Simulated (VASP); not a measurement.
Crystal: ZnO.

```
Zn O
1.0
     3.23676    0.00000    0.00000
    -1.61838    2.80312    0.00000
     0.00000    0.00000    5.22386
Zn O
2 2
Direct
  0.33333 0.66667 0.49998
  0.66667 0.33333 0.99998
  0.66667 0.33333 0.37903
  0.33333 0.66667 0.87903
```

Base run:

```yaml
Program: VASP 6.6.1
Functional: TB-mBJ
Potentials_or_basis: VASP PAW PBE potentials, release 64 (Zn, O)
Cutoff: 520 eV
k_mesh: 9 × 9 × 5
Occupations: gaussian, width 0.03 eV
Spin: no spin polarisation
```

Its results: band gap on the k mesh 2.57 eV, direct.

Question: The run is repeated on the same cell with these changes: functional from TB-mBJ to r2SCAN. What comes out?

Answer: Band gap on the k mesh 1.23 eV, direct.
